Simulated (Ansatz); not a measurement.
**What spin–orbit coupling does to the bands of Pb**

```
Pb
1.0
     0.00000    2.46980    2.46980
     2.46980    0.00000    2.46980
     2.46980    2.46980    0.00000
Pb
1
Direct
  0.00000 0.00000 0.00000
```

The conventional cell has a = 4.940 Å, b = 4.940 Å, c = 4.940 Å, α = 90.00°, β = 90.00°, γ = 90.00°. Around Pb (atom 1) lie 12 Pb at 3.49 Å.

The cell is a measured one (Crystallography Open Database entry 9012959); the temperature and pressure of the measurement aren't taken into account, and nothing was relaxed. It is an old determination, and later ones may differ.

Levels of theory: DFT, PBE, all-electron LAPW, scalar-relativistic (Ansatz 0.2.0); DFT, PBE, all-electron LAPW, Dirac equation with spin-orbit coupling (Ansatz 0.2.0).

Numerical set-up: a Γ-centred 12×12×12 k mesh, Fermi–Dirac smearing of 0.05 eV, basis error target 0.25 meV/atom, no spin polarisation.

Levels between -4 and 3 eV, each run counted from its own valence-band top where it has a gap, else its Fermi level. Scalar levels are listed once for both spins; with the coupling every spinor state is counted. Levels near the edges of the range can cross them.

Task: At U (0.625, 0.250, 0.625) the scalar-relativistic levels are -2.34, -1.28, 2.95. What are they with spin–orbit coupling?

Result: -2.57 (×2), -1.08 (×2).

Task: At X (0.500, 0.000, 0.500) the scalar-relativistic levels are -3.34, 2.01 (×2). What are they with spin–orbit coupling?

Result: -3.42 (×2), 1.45 (×2), 2.72 (×2).
